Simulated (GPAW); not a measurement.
**1 ML Co on Ta(001), 1 substrate layers: one coupling from two orders, and a test**

Aim: get Heisenberg couplings of 1 ML Co on Ta(001), 1 substrate layers from the energies of collinear orders, with pencil and paper, and test them on an order left out of the fit.

Method: LDA; plane waves with GPAW's PAW setups, scalar-relativistic, in GPAW 26.7.0.

### Step 1. The starting structure

The cell holds 2 atoms: 1 Ta and 1 Co. Its edges and angles: a = 3.303 Å, b = 3.303 Å, c = 15.315 Å, α = 90.0°, β = 90.0°, γ = 90.0°. pseudomorphic film on the substrate's lattice, hard-sphere layer spacings, unrelaxed, 14 A of vacuum. Vacuum lies along c.

### Step 2. The parallel order

All energies count from this run.

File order1.py:

```python
import json
import numpy as np
from ase import Atoms
from ase.parallel import paropen, parprint
from gpaw import GPAW

atoms = Atoms(['Ta', 'Co'],
    cell=[[3.30256, 0.0, 0.0],
         [0.0, 3.30256, 0.0],
         [0.0, 0.0, 15.314998]],
    scaled_positions=[[0.0, 0.0, 0.457068],
         [0.5, 0.5, 0.542932]],
    pbc=True,
    magmoms=[0.0, 2.0])
atoms.calc = GPAW(mode={'name': 'pw', 'ecut': 550},
    xc='LDA',
    kpts={'size': (8, 8, 1), 'gamma': True},
    occupations={'name': 'fermi-dirac', 'width': 0.05},
    convergence={'density': 1e-05, 'energy': 1e-05},
    maxiter=200,
    symmetry={'tolerance': 1e-4},
    txt='order1.txt')
e = atoms.get_potential_energy(force_consistent=True)
res = {'free_energy': e, 'energy_sigma0': atoms.get_potential_energy(), 'fermi_energy': atoms.calc.get_fermi_level()}
res['moments'] = atoms.get_magnetic_moments().tolist()
res['total'] = atoms.get_magnetic_moment()
parprint('site moments (muB):', np.round(res['moments'], 3))
parprint(f"total moment: {res['total']:.3f} muB")
parprint(f'free energy: {e:.6f} eV')
atoms.calc.write('order1.gpw')
with paropen('results.json', 'w') as f:
    json.dump(res, f)
```

The run is started by

```sh
$ OMP_NUM_THREADS=1 mpirun -n 2 gpaw python order1.py > order1.log
```

Output:

```text
site moments (muB): [0.233 1.178]
total moment: 1.784 muB
free energy: -15.618486 eV

--- order1.txt ---
Input parameters:
  mode=PW(ecut=550),
  convergence={'density': 1e-05, 'energy': 1e-05},
  kpts=MonkhorstPack(size=(8, 8, 1), gamma=True),
  maxiter=200,
  occupations=Occupations(name='fermi-dirac', width=0.05),
  symmetry=Symmetry(tolerance=0.0001),
  xc=XC(name='LDA')

Diagonalizing LCAO Hamiltonian
[...]
|          6 |        -4.378 |     1.000 |        -3.738 |     1.000 |
|          7 |        -3.332 |     1.000 |        -2.496 |     1.000 |
[...]
|         15 |         1.219 |     0.000 |         1.444 |     0.000 |
|         16 |         1.847 |     0.000 |         2.090 |     0.000 |
|         17 |         2.887 |     0.000 |         3.035 |     0.000 |
|         18 |         3.398 |     0.000 |         3.497 |     0.000 |

No gap
No difference between direct/indirect transitions

[key lines of the parts left out:]
Free energy:     -15.618486
Converged in 21 steps
dipole moment: (-11.923024, -11.923024, -0.017796)  # |e|*Ang
Fermi level: -1.716
```

It took 39 s on 2 MPI ranks of Arm Neoverse V2, shared host; peak memory 0.49 GiB.

Spin moment in the augmentation sphere by atom:

```tsv
atom	spin moment in the augmentation sphere (μB)
Ta1	0.23
Co2	1.18
```

This step gave:

```
magnetization : 1.784 μB
final state   : ferromagnetic
```

After 21 cycles the largest moment stands at 1.18 μB.

### Step 3. The orders used for the fit

The other orders were run with the same settings, on meshes that hold the same points. Free energies (smearing 0.05 eV, its entropy term included) are divided by the number of Co atoms; q is in fractions of the reciprocal vectors of the first run's cell.

```tsv
order	atoms	mesh	free energy (eV)	eV per Co	largest moment (μB)
F +	2	8×8×1	-15.6185	-15.6185	1.18
AF q=(1/2,1/2,0) +-	4	4×8×1	-31.3206	-15.6603	1.29
```

### Step 4. Counting neighbours

With E = −Σ J e_i·e_j over ordered pairs of unit vectors, turning a neighbour from parallel to opposed costs 2J a Co atom. So an order lies 2 Σ n J over the parallel one, n being the opposed neighbours in each shell.

```tsv
shell	distance (Å)	neighbours	opposed in AF q=(1/2,1/2,0) +-	opposed in AF q=(0,1/2,0) +-
J1	3.30	4	4	2
J2	4.67	4	0	4
```

Only J1 is kept.

### Step 5. Solving

```
2 × 4 × J1 = -41.80 meV    (AF q=(1/2,1/2,0) +-)
J1 = -5.22 meV
```

### Step 6. The test

The couplings now give the orders that were left out:

```
2 × 2 × (-5.22) = -20.88 meV    (AF q=(0,1/2,0) +-)
```

The runs themselves:

```tsv
order	atoms	mesh	free energy (eV)	eV per Co	largest moment (μB)	over the parallel order (meV)	foretold (meV)
AF q=(0,1/2,0) +-	4	8×4×1	-31.2848	-15.6424	1.29	-23.89	-20.88
```

### Step 7. Results

```
J1 (Co–Co at 3.30 Å)                : -5.22 meV
largest miss on the orders left out : 3.0 meV
```

What this shows: The model misses the order left out by 3.0 meV, 7.2 % of the span of the orders, so it holds on this test. The first dropped shell that the test feels is J2 at 4.67 Å. The site moments spread by 9.0 % over the orders, so moments are not rigid and part of the miss lies outside a spin model. In a metal couplings reach far, and the mesh was not tested. The couplings are effective ones: further shells with opposed neighbours are folded into them or show in the miss. No mean-field temperature is given: it needs a model that holds, an unfrustrated order and couplings in all three dimensions.

[Logs and program files are shortened in this print: banners, set-up blocks, solver, clock and traceback lines can be left out without a mark of their own.]

[Logs are printed without paths, hosts, clocks, repeated set-up lines and the standing remarks that a program may print on its own settings, such as how far it seeks lower states.]

[Hosts, paths, dates, database ids (printed as entryN), source tags and the programs' standing remarks are cut or masked in the printed files.]

[Where a cell is said to come from a database of computed structures, the database is the Materials Project.]
